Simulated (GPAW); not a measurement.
The system is Ru.

```xyz
2
Lattice="2.7058 0.0000 0.0000 -1.3529 2.3433 0.0000 0.0000 0.0000 4.2819" Properties=species:S:1:pos:R:3 pbc="T T T"
Ru    1.3529    0.7811    3.2114
Ru    0.0000    1.5622    1.0705
```

Base run:

- Program: GPAW 26.7.0
- Functional: PBE
- Potentials or basis: GPAW PAW data sets (gpaw-data 1.2.1)
- Cutoff: 600 eV
- Basis: pw
- k mesh: 11 × 11 × 6
- Occupations: fermi-dirac, width 0.05 eV
- Spin: no spin polarisation
- Hubbard terms: Ru d U = 1 eV

Its results: band gap on the k mesh none (metal or under the smearing width); pressure 1.4 GPa.

Problem. The run is repeated on the same cell with these changes: hubbard terms from Ru d U = 1 eV to none. What comes out?

Solution. Band gap on the k mesh none (metal or under the smearing width); pressure 3.7 GPa.

Caveats: U without spin polarisation on a metal has little footing (some runs); the U is typed as a test and isn't derived for this compound (some runs).
